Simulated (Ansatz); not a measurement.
# PtTe2 (Te2Pt-type): one cell, many starting occupations

Task: map the metastable states of PtTe2 (Te2Pt-type) by varying the start. Cell and atoms stay fixed.

The COD entry's cell or inner coordinates are ideal or old and differ from later refinements, so a difference from it is no clean test against experiment.

Computed with Ansatz 0.2.0 (DFT r²SCAN+U (U_eff = 2.5 eV on Pt d), plane waves, PAW, no spin–orbit coupling unless a run says so, unless a step's input says otherwise).

## 1. The starting structure

Symmetry: P-3m1, No. 164, trigonal system. The conventional cell has a = 4.018 Å, b = 4.018 Å, c = 5.212 Å, α = 90.00°, β = 90.00°, γ = 120.00°. Te (site symmetry 3m) has 3 Pt at 2.66 Å as nearest neighbours. Pt (site symmetry -3m) is surrounded by 6 Te at 2.66 Å.

Coordinates:

```cif
data_structure
_symmetry_space_group_name_H-M 'P 1'
_symmetry_Int_Tables_number 1
_cell_length_a 4.0180
_cell_length_b 4.0180
_cell_length_c 5.2120
_cell_angle_alpha 90.000
_cell_angle_beta 90.000
_cell_angle_gamma 120.000
_cell_volume 72.87
loop_
_atom_site_label
_atom_site_type_symbol
_atom_site_fract_x
_atom_site_fract_y
_atom_site_fract_z
_atom_site_occupancy
Te1 Te 0.33333 0.66667 0.25000 1
Te2 Te 0.66667 0.33333 0.75000 1
Pt1 Pt 0.00000 0.00000 0.00000 1
```

Magnetic order typed: ferromagnetic.

The runs: from atoms, symmetry kept, no search; natural orbitals of the symmetric run, filled by rank; random orbitals: single harmonics, first filling; random orbitals: fully mixed, first filling; random orbitals: drawn by pairs, first filling; from atoms, default search.

## 2. From atoms, symmetry kept, no search

input.yaml reads:

```yaml
crystal:
  lattice:
    - [4.01799945, 0.0, 0.0]
    - [-2.00899973, 3.4796896, 0.0]
    - [0.0, 0.0, 5.21199933]
  atoms:
    - { symbol: Te, position: [0.3333333333, 0.6666666667, 0.25] }
    - { symbol: Te, position: [0.6666666667, 0.3333333333, 0.75] }
    - { symbol: Pt, position: [0.0, 0.0, 0.0], spin: 4.0 }
basis:
  ecutwfc: 500
  ecutrho_ratio: 4
kpoints:
  mp_grid: { grid: [6, 6, 4] }
hamiltonian:
  xc: r2scan
  hubbard: { sites: [{ site: 2, l: d, u_eff: 2.5 }] }
scf:
  occupations: { method: gaussian, width: 0.05 }
  lower_state_search: "off"
  max_iter: 150
output:
  forces: true
  stress: true
  eigenvalues: true
  populations: true
  hubbard: { sites: [{ site: 2, l: d }] }
magnetization:
  spin_polarized: true
```

Started as:

```
$ ansatz run input.yaml --threads 4 --pin off --max-ram 6144MiB --backend cpu --events-out ev --progress --plain --runs-dir out
```

The log of the run, shortened:

```text
Warning: RAYON_NUM_THREADS=4 ignored (pool sized by the plan → 4); use --threads N
Te: projections on atomic orbitals take those of the free atom [Kr] 4d10 5s2 5p4, of charge +0.00 (hamiltonian.pseudopotentials.projection_atoms); the dataset's partial waves leave at most 7.8e-6 of an orbital's norm unspanned inside its sphere
Pt: projections on atomic orbitals take those of the free atom [Kr 4d10 4f14] 5s2 5p6 5d9 6s1, of charge +0.00 (hamiltonian.pseudopotentials.projection_atoms); the dataset's partial waves leave at most 9.1e-5 of an orbital's norm unspanned inside its sphere
[...]
Pseudopotentials: kind: paw
Pseudopotential: Te, paw, valence charge 16, recommended cutoff 500 eV (meta_gga), Te.paw.azcp
Pseudopotential: Pt, paw, valence charge 18, recommended cutoff 500 eV (meta_gga), Pt.paw.azcp
Functional definition: r2SCAN
[...]
WARN: the starting moments were not kept: the SCF closed with an absolute magnetisation of 7.0e-6 μB, where they sum to 4 μB in size (1 site). That is at most 0.1 of that sum. Measured as dr2_m measures the in/out step, that magnetisation stands 4.7e-12 eV from none, at or under the [...]
        6.134583      -0.000000       0.000000
       -0.000000       6.134583      -0.000000
        0.000000      -0.000000       6.007638
  P = ⅓ Tr σ = 6.0923 GPa (60.923 kbar)
--- Band table (eV; the first three rows and the last of 48) ---
[...]
Occupation matrices written to <dir>
--- Löwdin populations: 3 sites ---
  site symbol       q [e]    m [muB]
     0     Te     15.9506    -0.0000
     1     Te     15.9506    -0.0000
     2     Pt     17.8382    -0.0000
  spilling = 0.005212 (of n_electrons = 50.000000)
--- Occupation matrices: 1 shell (run DFT+U table (all-electron-ortho-atomic); ε = 3.69e-4) ---
  Pt2 d_5D: site group D3d (-3m)
  Pt2 d_5D up     Tr n = 4.5085  λ = 0.787 0.787 0.977 0.979 0.979  [2× xz 0.30 Eg(1.00) | z2 1.00 A1g(1.00) | 2× x2-y2 0.30 Eg(1.00)]
  Pt2 d_5D dn     Tr n = 4.5085  λ = 0.787 0.787 0.977 0.979 0.979  [2× xz 0.30 Eg(1.00) | z2 1.00 A1g(1.00) | 2× x2-y2 0.30 Eg(1.00)]
  Tr n, λ and their labels are of the run-group-symmetrised matrices; stabiliser: 24 of 24 elements of G0×{1,Θ} (closed), max defect 7.1e-7 at τ = 7.8e-5
```

Wall time 11 s (4 threads of Arm Neoverse V2, shared host); peak memory 0.65 GiB.

Result: no gap, pressure 6.1 GPa, no moment over 0.05 μB in any sphere, largest force component 0.84 eV/Å, 12 symmetry operations imposed.

The shells' filling, with natural orbitals sorted by occupation:

```tsv
shell	channel	electrons	over 0.8	0.2 to 0.8	under 0.2
Pt 5d (atom 3)	up	4.51	3	2	0
Pt 5d (atom 3)	down	4.51	3	2	0
```

## 3. Natural orbitals of the symmetric run, filled by rank

input.yaml: that of step 2 with these lines changed.

```diff
@@ -16,3 +16,21 @@
   xc: r2scan
-  hubbard: { sites: [{ site: 2, l: d, u_eff: 2.5 }] }
+  hubbard:
+    sites:
+      - { site: 2, l: d, u_eff: 2.5, starting_ns: [{ spin: up, occupation_matrix: s2up }, { spin: down, occupation_matrix: s2down }] }
+    occupation_matrices:
+      s2up:
+        matrix:
+          - [0.97, 0.0, 0.0, 0.0, 0.0]
+          - [0.0, 0.97, 0.0, 0.0, 0.0]
+          - [0.0, 0.0, 0.97, 0.0, 0.0]
+          - [0.0, 0.0, 0.0, 0.97, 0.0]
+          - [0.0, 0.0, 0.0, 0.0, 0.97]
+      s2down:
+        matrix:
+          - [0.02, 0.0, 0.0, 0.0, 0.0]
+          - [0.0, 0.3961, 0.0, 0.0, -0.46459]
+          - [0.0, 0.0, 0.02, 0.0, 0.0]
+          - [0.0, 0.0, 0.0, 0.02, 0.0]
+          - [0.0, -0.46459, 0.0, 0.0, 0.5939]
+    ns_hold: { iters: 10 }
 scf:
@@ -27,2 +45,6 @@
   hubbard: { sites: [{ site: 2, l: d }] }
+  write_density: true
+  write_potential: true
+  elf: true
+  volumetric_format: npy
 magnetization:
```

The typed matrices put 0.97 on the chosen orbitals and 0.02 on the others, and are held for 10 cycles.

Started as:

```
$ ansatz run input.yaml --threads 4 --pin off --max-ram 6144MiB --backend cpu --events-out ev --progress --plain --runs-dir out
```

The log of the run, shortened:

```text
Warning: crystal.symmetry: narrowed to the stabiliser of the occupation matrices — unitary ops 12 → 4; lowered by the specified shell (site 2, l: d); largest admitted image defect 1.6e-9, smallest excluded 4.3e-1 — at a splitting's scale: the group the occupation matrices' own texture admits
Warning: RAYON_NUM_THREADS=4 ignored (pool sized by the plan → 4); use --threads N
Te: projections on atomic orbitals take those of the free atom [Kr] 4d10 5s2 5p4, of charge +0.00 (hamiltonian.pseudopotentials.projection_atoms); the dataset's partial waves leave at most 7.8e-6 of an orbital's norm unspanned inside its sphere
Pt: projections on atomic orbitals take those of the free atom [Kr 4d10 4f14] 5s2 5p6 5d9 6s1, of charge +0.00 (hamiltonian.pseudopotentials.projection_atoms); the dataset's partial waves leave at most 9.1e-5 of an orbital's norm unspanned inside its sphere
[...]
WARN: the starting moments were not kept: the SCF closed with an absolute magnetisation of 6.5e-6 μB, where they sum to 4 μB in size (1 site). That is at most 0.1 of that sum. Measured as dr2_m measures the in/out step, that magnetisation stands 3.6e-12 eV from none, at or under the [...]
WARN: hamiltonian.hubbard: on 1 of 2 specified blocks the occupation matrix of this SCF's result fails the test of the specified filling. At site 2 ↓ (sites count from 0 in the list of atoms of the cell that this SCF solves) the least filled combination of the orbitals specified full has [...]
--- Löwdin populations: 3 sites ---
  site symbol       q [e]    m [muB]
     0     Te     15.9506     0.0000
     1     Te     15.9506     0.0000
     2     Pt     17.8382    -0.0000
  spilling = 0.005212 (of n_electrons = 50.000000)
--- Occupation matrices: 1 shell (run DFT+U table (all-electron-ortho-atomic); ε = 5.09e-4) ---
  Pt2 d_5D: site group D3d (-3m)
  Pt2 d_5D up     Tr n = 4.5085  λ = 0.787 0.787 0.977 0.979 0.979  [2× xz 0.30 Eg(1.00) | z2 1.00 A1g(1.00) | 2× xy 0.30 Eg(1.00)]
  Pt2 d_5D dn     Tr n = 4.5085  λ = 0.787 0.787 0.977 0.979 0.979  [2× yz 0.30 Eg(1.00) | z2 1.00 A1g(1.00) | 2× x2-y2 0.30 Eg(1.00)]
  specified occupation → Pt2 d_5D up: matrix, ‖Δ‖_F = 0.2594, Tr Δ = +0.3415, displaced = 0.1955, d_λ = 0.2594; orbital distance = 0.0000
  specified occupation → Pt2 d_5D dn: matrix, ‖Δ‖_F = 1.7354, Tr Δ = -3.4585, displaced = 1.7293, d_λ = 1.7354; orbital distance = 0.7071
  Tr n, λ and their labels are of the run-group-symmetrised matrices; stabiliser: 24 of 24 elements of G0×{1,Θ} (closed), max defect 9.2e-7 at τ = 1.1e-4
```

It took 23 s on 4 threads of Arm Neoverse V2, shared host; peak memory 0.75 GiB.

End state: no gap, pressure 6.1 GPa, no moment over 0.05 μB in any sphere, largest force component 0.84 eV/Å, 4 symmetry operations imposed. The program reports that the typed filling wasn't kept.

How the shells are filled (orbitals counted by the eigenvalues of the occupation matrices):

```tsv
shell	channel	electrons	over 0.8	0.2 to 0.8	under 0.2
Pt 5d (atom 3)	up	4.51	3	2	0
Pt 5d (atom 3)	down	4.51	3	2	0
```

Density in a lattice plane of the grid's cell (edges 4.02 and 5.21 Å, at 0.000 of the third edge), which holds Pt.

Ten even steps from ' ' (0.02 e/Å³) to '@' (11.90 e/Å³):
```
%%##++::..                  ..::++##
++==--..                      ..--==
::....                          ....
                                    
                                    
                                    
                                    
                                    
                                    
                                    
                                    
                                    
                                    
                                    
                                    
                                    
::....                          ....
++==--..                      ..--==
%%##++::..                  ..::++##
@@@@**--..                  ..--**@@
```
Columns run along the first of these edges and rows up along the second, over one cell in 18 and 20 even steps from the bottom left corner. Atoms in the plane (fractional): Pt at (0.00, 0.00).

ELF in the same plane.

Ten even steps from '0' (0.01) to '9' (0.67):
```
999754443334445799
998644555555544689
876445676667654467
554456777777765445
444456777777765444
333346787777764333
111235678887653211
000123567776532100
000001234443210000
000001123332110000
000001234443210000
000123567776532100
111235678887653211
333346777778764333
444456777777765444
554456777777765445
876445676667654467
998644555555544689
999754443334445799
999864332223346899
```
Columns run along the first of these edges and rows up along the second, over one cell in 18 and 20 even steps from the bottom left corner. Atoms in the plane (fractional): Pt at (0.00, 0.00).

Both are smooth fields of the valence electrons: close to the nuclei they are not physical.

Maxima of ELF outside the ion cores: 0.74 beside Te, off the lines to its neighbours, 1.2 Å from Te; 0.61 on the Te–Pt line, 1.2 Å from Te.

ELF in the plane through atom 1 (Te) and two of its nearest Pt neighbours, 7.2 Å on a side, that atom in the middle and its first bond to the right.

Ten even steps from ' ' (0.01) to '@' (0.72):
```
######****++------====--====--==++########%%%%%%==
++--::--++****====**##%%##**==++##**++----++##%%**
--      --**##==++%%@@@@@@**--**##++..    ..++####
--      ==####====%%@@@@@@**==**##++..    ..++##**
**++==++**##**====**####**++==++**++++----++**##++
%%%%######**==----====--====------++**####%%##**--
++****++--::....--++##%%%%##++--::--++++++++====--
::::::::..    ::++####**++++++**++----==++++++==--
##%%%%##==....--##**==..  ..==**##====##%%@@@@**==
%%@@@@@@@@==::==####--  --  --**%%====##@@@@@@##==
####%%@@@@**::==%%##++..  ..==####====##@@%%%%**==
######%%@@**::::##%%####******##**====++++++====--
**####%%%%++....--**%%%%%%##**==::::--====++++++==
**######++--      ..::------::..  ..==**##%%####**
==++++==--::..  ..::--====--::    ::**##**==--==++
------------::::==##%%@@@@@@##--..==####==      --
--========----==##%%%%%%%%@@@@**::==####==      ::
======++======++##########%%@@##::--##%%**==----++
==========----++##########%%%%##::..++%%%%%%######
```
Atoms in the plane (Å from the middle): Te (2.3, 2.6), Te (-3.0, 2.6), Te (0.0, 0.0), Pt (-0.4, 2.6), Te (3.0, -2.6), Pt (2.7, 0.0).

## 4. Random orbitals: single harmonics, first filling

input.yaml: that of step 3 with these lines changed.

```diff
@@ -30,7 +30,7 @@
           - [0.02, 0.0, 0.0, 0.0, 0.0]
-          - [0.0, 0.3961, 0.0, 0.0, -0.46459]
+          - [0.0, 0.02, 0.0, 0.0, 0.0]
           - [0.0, 0.0, 0.02, 0.0, 0.0]
           - [0.0, 0.0, 0.0, 0.02, 0.0]
-          - [0.0, -0.46459, 0.0, 0.0, 0.5939]
-    ns_hold: { iters: 10 }
+          - [0.0, 0.0, 0.0, 0.0, 0.97]
+    ns_hold: { iters: 5 }
 scf:
```

The typed matrices put 0.97 on the chosen orbitals and 0.02 on the others, and are held for 5 cycles.

Started as:

```
$ ansatz run input.yaml --threads 4 --pin off --max-ram 6144MiB --backend cpu --events-out ev --progress --plain --runs-dir out
```

The log of the run, shortened:

```text
Warning: crystal.symmetry: narrowed to the stabiliser of the occupation matrices — unitary ops 12 → 4; lowered by the specified shell (site 2, l: d); largest admitted image defect 2.7e-9, smallest excluded 7.1e-1 — at a splitting's scale: the group the occupation matrices' own texture admits
Warning: RAYON_NUM_THREADS=4 ignored (pool sized by the plan → 4); use --threads N
Te: projections on atomic orbitals take those of the free atom [Kr] 4d10 5s2 5p4, of charge +0.00 (hamiltonian.pseudopotentials.projection_atoms); the dataset's partial waves leave at most 7.8e-6 of an orbital's norm unspanned inside its sphere
Pt: projections on atomic orbitals take those of the free atom [Kr 4d10 4f14] 5s2 5p6 5d9 6s1, of charge +0.00 (hamiltonian.pseudopotentials.projection_atoms); the dataset's partial waves leave at most 9.1e-5 of an orbital's norm unspanned inside its sphere
[...]
WARN: the starting moments were not kept: the SCF closed with an absolute magnetisation of 4.9e-6 μB, where they sum to 4 μB in size (1 site). That is at most 0.1 of that sum. Measured as dr2_m measures the in/out step, that magnetisation stands 2.7e-12 eV from none, at or under the [...]
WARN: hamiltonian.hubbard: on 1 of 2 specified blocks the occupation matrix of this SCF's result fails the test of the specified filling. At site 2 ↓ (sites count from 0 in the list of atoms of the cell that this SCF solves) the least filled combination of the orbitals specified full has [...]
--- Löwdin populations: 3 sites ---
  site symbol       q [e]    m [muB]
     0     Te     15.9506    -0.0000
     1     Te     15.9506    -0.0000
     2     Pt     17.8382    -0.0000
  spilling = 0.005212 (of n_electrons = 50.000000)
--- Occupation matrices: 1 shell (run DFT+U table (all-electron-ortho-atomic); ε = 2.73e-4) ---
  Pt2 d_5D: site group D3d (-3m)
  Pt2 d_5D up     Tr n = 4.5085  λ = 0.787 0.787 0.977 0.979 0.979  [2× xz 0.30 Eg(1.00) | z2 1.00 A1g(1.00) | 2× xy 0.30 Eg(1.00)]
  Pt2 d_5D dn     Tr n = 4.5085  λ = 0.787 0.787 0.977 0.979 0.979  [2× yz 0.30 Eg(1.00) | z2 1.00 A1g(1.00) | 2× x2-y2 0.30 Eg(1.00)]
  specified occupation → Pt2 d_5D up: matrix, ‖Δ‖_F = 0.2594, Tr Δ = +0.3415, displaced = 0.1955, d_λ = 0.2594; orbital distance = 0.0000
  specified occupation → Pt2 d_5D dn: matrix, ‖Δ‖_F = 1.7767, Tr Δ = -3.4585, displaced = 1.8062, d_λ = 1.7354; orbital distance = 0.9471
  Tr n, λ and their labels are of the run-group-symmetrised matrices; stabiliser: 24 of 24 elements of G0×{1,Θ} (closed), max defect 1.2e-6 at τ = 5.8e-5
```

It took 21 s on 4 threads of Arm Neoverse V2, shared host; peak memory 0.75 GiB.

Result: no gap, pressure 6.1 GPa, no moment over 0.05 μB in any sphere, largest force component 0.84 eV/Å, 4 symmetry operations imposed. The program reports that the typed filling wasn't kept.

The shells' filling, with natural orbitals sorted by occupation:

```tsv
shell	channel	electrons	over 0.8	0.2 to 0.8	under 0.2
Pt 5d (atom 3)	up	4.51	3	2	0
Pt 5d (atom 3)	down	4.51	3	2	0
```

Density in a lattice plane of the grid's cell (edges 4.02 and 5.21 Å, at 0.000 of the third edge), which holds Pt.

Ten even steps from '0' (0.02 e/Å³) to '9' (11.90 e/Å³):
```
875210000000001257
543100000000000134
211000000000000011
000000000000000000
000000000000000000
000000000000000000
000000000000000000
000000000000000000
000000000000000000
000000000000000000
000000000000000000
000000000000000000
000000000000000000
000000000000000000
000000000000000000
000000000000000000
211000000000000011
543100000000000134
875210000000001257
996310000000001369
```
Columns run along the first of these edges and rows up along the second, over one cell in 18 and 20 even steps from the bottom left corner. Atoms in the plane (fractional): Pt at (0.00, 0.00).

ELF in the same plane.

Ten even steps from ' ' (0.01) to '@' (0.67):
```
@@@@@@##++======------======++##@@@@
@@@@%%**====++++++++++++++====**%%@@
%%##**====++**##******##**++====**##
++++====++**##############**++====++
========++**##############**++======
--------==**##%%##########**==------
......::--++**##%%%%%%##**++--::....
      ..::--++**######**++--::..    
          ..::--======--::..        
          ....::------::....        
          ..::--======--::..        
      ..::--++**######**++--::..    
......::--++**##%%%%%%##**++--::....
--------==**##########%%##**==------
========++**##############**++======
++++====++**##############**++====++
%%##**====++**##******##**++====**##
@@@@%%**====++++++++++++++====**%%@@
@@@@@@##++======------======++##@@@@
@@@@@@%%**==----::::::----==**%%@@@@
```
Columns run along the first of these edges and rows up along the second, over one cell in 18 and 20 even steps from the bottom left corner. Atoms in the plane (fractional): Pt at (0.00, 0.00).

Both are smooth fields of the valence electrons: close to the nuclei they are not physical.

Maxima of ELF outside the ion cores: 0.74 beside Te, off the lines to its neighbours, 1.2 Å from Te; 0.61 on the Te–Pt line, 1.2 Å from Te.

ELF in the plane through atom 1 (Te) and two of its nearest Pt neighbours, 7.2 Å on a side, that atom in the middle and its first bond to the right.

Values, 10 rows by 13 columns:
```
0.57 0.51 0.45 0.28 0.29 0.30 0.31 0.28 0.43 0.54 0.56 0.64 0.31
0.23 0.02 0.27 0.56 0.38 0.67 0.65 0.29 0.57 0.13 0.02 0.41 0.54
0.51 0.31 0.47 0.50 0.33 0.54 0.50 0.30 0.50 0.37 0.28 0.49 0.39
0.39 0.45 0.28 0.10 0.28 0.53 0.59 0.44 0.20 0.37 0.41 0.33 0.25
0.52 0.59 0.36 0.11 0.54 0.35 0.05 0.33 0.54 0.35 0.65 0.66 0.32
0.55 0.60 0.71 0.21 0.60 0.40 0.05 0.35 0.58 0.35 0.66 0.64 0.33
0.51 0.55 0.59 0.14 0.25 0.61 0.60 0.49 0.22 0.26 0.35 0.42 0.34
0.33 0.39 0.26 0.09 0.10 0.26 0.32 0.16 0.06 0.46 0.47 0.26 0.39
0.29 0.35 0.32 0.26 0.52 0.60 0.65 0.70 0.19 0.57 0.33 0.03 0.21
0.30 0.32 0.34 0.30 0.52 0.51 0.54 0.63 0.19 0.39 0.63 0.55 0.53
```
Atoms in the plane (Å from the middle): Te (2.3, 2.6), Te (-3.0, 2.6), Te (0.0, 0.0), Pt (-0.4, 2.6), Te (3.0, -2.6), Pt (2.7, 0.0).

[end of part 1 of 3]
